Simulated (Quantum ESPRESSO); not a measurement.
## BN: equation of state with OLYP

**Experimental background.**

“Effect of nanostructuration on compressibility of cubic BN”, 2012, arxiv:1208.3664 quotes, for a bulk crystal of BN at 300 K: bulk modulus 395 ± 2 GPa.

Crystal: BN.

```xyz
2
Lattice="0.0000 1.8130 1.8130 1.8130 0.0000 1.8130 1.8130 1.8130 0.0000" Properties=species:S:1:pos:R:3 pbc="T T T"
N     0.9065    0.9065    0.9065
B     0.0000    0.0000    0.0000
```

The cell is a database's computed one.

```
Program             : Quantum ESPRESSO 7.5
Task                : equation of state
Functional          : OLYP
Potentials or basis : PseudoDojo 0.4.1 SR PBE standard
Cutoff              : 1143 eV
Density cutoff      : 4572 eV
k mesh              : 13 × 13 × 13
Occupations         : fermi-dirac, width 0.05 eV
Spin                : no spin polarisation
```

```
Equilibrium volume                      : 5.79 Å³/atom
Bulk modulus                            : 387 GPa
Pressure derivative of the bulk modulus : 3.7
```

Energy against volume, from the lowest point:
```
volume (Å³/atom)  energy (meV/atom)
           5.602               7.74
           5.721               0.73
           5.840               0.00
           5.959               4.98
           6.078              15.15
           6.198              30.03
           6.317              49.18
```

All runs of the series together: 35 s on 1 thread of Intel(R) Xeon(R) 6985P-C CPU @ 2.30GHz (Granite Rapids), on a shared host.

Measured bulk modulus of BN: 395 GPa (300 K; quoted in “Effect of nanostructuration on compressibility of cubic BN”, 2012, arxiv:1208.3664). This calculation gives 387 GPa (-2.0 %). The fit is for a static lattice scaled at fixed shape and fixed fractional positions.

Caveat: the potentials were made for another functional, which shifts forces and pressure.
